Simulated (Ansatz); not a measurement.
**Ir: strain and displacement**

```
CELL_PARAMETERS angstrom
0.00000 1.91970 1.91970
1.91970 0.00000 1.91970
1.91970 1.91970 0.00000
ATOMIC_POSITIONS crystal
Ir 0.00000 0.00000 0.00000
```

Conventional cell: a = 3.839 Å, b = 3.839 Å, c = 3.839 Å, α = 90.00°, β = 90.00°, γ = 90.00°. Around Ir (atom 1) lie 12 Ir at 2.71 Å.

The geometry is COD entry 9008470, unchecked; take it as a test cell.

Spin–orbit coupling is left out, though it moves levels of the heavy atoms by tenths of an eV or more.

Computed with DFT, PBE, all-electron PAW with datasets made for the crystal, scalar-relativistic (Ansatz 0.2.0).

Sampling and basis: a Γ-centred 15×15×15 k mesh, Fermi–Dirac smearing of 0.05 eV, cutoff 300 eV (chosen by the program for this cell), no spin polarisation.

The unchanged cell is at 8.85 GPa.

In a metal, stresses and small energies carry noise from the k mesh.

x, y and z are the Cartesian axes of the cell as listed; fractional coordinates follow a strain, and an engineering shear is twice the off-diagonal strain component.

(1) With this change (equal xy, yz and zx engineering shear strains of -3 %), what becomes of the energy and stress?

(2) With this change (equal xy, yz and zx engineering shear strains of -1 %), what becomes of the energy and stress?

(3) With this change (equal xy, yz and zx engineering shear strains of +2 %), what becomes of the energy and stress?

(4) With this change (equal xy, yz and zx engineering shear strains of -2 %), what becomes of the energy and stress?

(5) With this change (equal xy, yz and zx engineering shear strains of +1 %), what becomes of the energy and stress?

With equal xy, yz and zx engineering shear strains of +3 %: energy change +35 meV/atom; stress change (xx, yy, zz, yz, xz, xy) 1.37, 1.37, 1.37, -8.66, -8.66, -8.66 GPa, compression positive.

## Answers

(1) Energy change +34 meV/atom; stress change (xx, yy, zz, yz, xz, xy) 1.33, 1.33, 1.33, 8.40, 8.40, 8.40 GPa, compression positive.

(2) Energy change +4 meV/atom; stress change (xx, yy, zz, yz, xz, xy) 0.15, 0.15, 0.15, 2.81, 2.81, 2.81 GPa, compression positive.

(3) Energy change +15 meV/atom; stress change (xx, yy, zz, yz, xz, xy) 0.61, 0.61, 0.61, -5.76, -5.76, -5.76 GPa, compression positive.

(4) Energy change +15 meV/atom; stress change (xx, yy, zz, yz, xz, xy) 0.59, 0.59, 0.59, 5.61, 5.61, 5.61 GPa, compression positive.

(5) Energy change +4 meV/atom; stress change (xx, yy, zz, yz, xz, xy) 0.15, 0.15, 0.15, -2.85, -2.85, -2.85 GPa, compression positive.
